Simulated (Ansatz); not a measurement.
## MnO in Ansatz: the effect of strain

Crystal: MnO.

```
Mn O
1.0
     0.00000    2.22200    2.22200
     2.26644    0.00000    2.22200
     2.26644    2.22200    0.00000
Mn O
1 1
Direct
  0.00000 0.00000 0.00000
  0.50000 0.50000 0.50000
```

The cell isn't the ideal one: strained by +2 %.

Alike in all runs:

| Item | Value |
| --- | --- |
| Program | Ansatz 0.2.0 |
| Task | relaxation of the atoms |
| Functional | PBE |
| Potentials or basis | Ansatz PAW |
| Cutoff | 420 eV (not typed: the program's choice for these potentials) |
| k mesh | 7 × 7 × 7 |
| Occupations | fermi-dirac, width 0.05 eV |
| Spin | collinear spin, ferromagnetic start |
| Starting moments | [4.0, 0.0] μB |

Each run relaxes the cell or the atoms first.

| strain | pressure (GPa) | moment (μB) |
| --- | --- | --- |
| 0.02 | -3.0 | 4.77 |
| 0.04 | ? | ? |
| 0.01 | -2.2 | 4.73 |

What does the run with strain 0.04 give?

Pressure -4.3 GPa; moment 4.83 μB.

Caveats: the relaxation stopped at its first step, so nothing moved; a cell with one magnetic atom can't hold antiferromagnetic order, which such compounds often take; the thresholds are loose for stress.
